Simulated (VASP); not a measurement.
H, 16 atoms in the cell. It takes space group Cmce (No. 64, orthorhombic). Conventional cell: a = 5.416 Å, b = 5.300 Å, c = 4.276 Å, α = 90.00°, β = 90.00°, γ = 90.00°. Around H (site symmetry m) lie 1 H at 0.77 Å. 

| Property | Result |
| --- | --- |
| Program | VASP 6.6.1 |
| Task | molecular dynamics |
| Functional | PBE |
| Potentials or basis | VASP PAW PBE potentials, release 64 (H) |
| Cutoff | 520 eV |
| k mesh | 2 × 2 × 2, shifted |
| Occupations | fermi-dirac, width 0.2241 eV |
| Spin | no spin polarisation |
| Dipole correction | no |
| Further INCAR settings | LREAL = Auto; ALGO = Fast; EDIFF = 1e-05; ISYM = 0; IBRION = 0; POTIM = 0.5; NSW = 40 |

Potentials or basis: VASP PAW PBE potentials, release 64 (H).

Command:

```sh
$ cat potpaw_PBE.64/H/POTCAR > POTCAR
$ mpirun -np 1 vasp_std > vasp.out
```

Hardware: 1 thread of Intel(R) Xeon(R) Platinum 8488C (Sapphire Rapids), with other jobs on the host.

Problem. Estimate the wall time of this run.

Solution. Wall time 16 min on 1 thread of Intel(R) Xeon(R) Platinum 8488C (Sapphire Rapids), on a shared host, peak memory 0.42 GiB. Counts: scf iterations 216, k points 4, ion steps 40.
